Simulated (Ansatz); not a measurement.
Every step of a relaxation of S (fcc type)

DFT, PBE, PAW with Ansatz's default frozen-core files, scalar-relativistic (Ansatz 0.2.0); a Γ-centred 17×17×17 k mesh, Fermi–Dirac smearing of 0.1 eV, no spin polarisation. The run relaxes cell and atoms at a target pressure of 0 GPa.

Command: `ansatz run input.yaml --threads 1 --pin off --max-ram 3584MiB --backend cpu --events-out ev --progress --plain --runs-dir out` It took 3.7 s on 1 thread of Intel(R) Xeon(R) Platinum 8559C (Emerald Rapids), with other jobs on the host, peak memory 0.36 GiB.

```yaml
crystal:
  lattice:
    - [0.0, 2.040827551, 2.040827551]
    - [2.040827551, 0.0, 2.040827551]
    - [2.040827551, 2.040827551, 0.0]
  atoms:
    - { symbol: S, position: [0.0, 0.0, 0.0] }
kpoints:
  mp_grid: { grid: [17, 17, 17] }
scf:
  occupations: { method: fermi_dirac, width: 0.1 }
hamiltonian:
  xc: pbe
  pseudopotentials: { kind: paw }
output:
  forces: true
  stress: true
relax:
  f_tol: 0.005
  max_steps: 40
  cell: {}
```

Each step lists its free energy a cell above the last geometry, the pressure, the cell vectors (Å), and Cartesian positions (Å) with forces (eV/Å).

The first step:

```
step 1  dF = 16.36 meV  P = -4.49 GPa
  cell 0.0000 2.0408 2.0408  2.0408 0.0000 2.0408  2.0408 2.0408 0.0000
  S 0.0000 0.0000 0.0000   0.0000 0.0000 0.0000
```

**Question.** Where does the relaxation end, and by which steps?

**Answer.** After 4 geometries, with conventional a, b, c = 3.992, 3.992, 3.992 Å, at 15.902 Å³/atom (-6.46 % against the start) in space group Fm-3m, with a shortest distance of 2.823 Å. The further steps:
```
step 2  dF = 0.22 meV  P = 0.60 GPa
  cell 0.0000 1.9909 1.9909  1.9909 0.0000 1.9909  1.9909 1.9909 0.0000
  S 0.0000 0.0000 0.0000   0.0000 0.0000 0.0000
step 3  dF = 0.00 meV  P = -0.07 GPa
  cell 0.0000 1.9965 1.9965  1.9965 0.0000 1.9965  1.9965 1.9965 0.0000
  S 0.0000 0.0000 0.0000   0.0000 0.0000 0.0000
step 4  dF = 0.00 meV  P = 0.00 GPa
  cell 0.0000 1.9959 1.9959  1.9959 0.0000 1.9959  1.9959 1.9959 0.0000
  S 0.0000 0.0000 0.0000   0.0000 0.0000 0.0000
step 5  dF = 0.05 meV  P = 0.00 GPa  (same geometry on a basis chosen anew; earlier energies don't compare to the last digit)
  cell 0.0000 1.9959 1.9959  1.9959 0.0000 1.9959  1.9959 1.9959 0.0000
  S 0.0000 0.0000 0.0000   0.0000 0.0000 0.0000
```
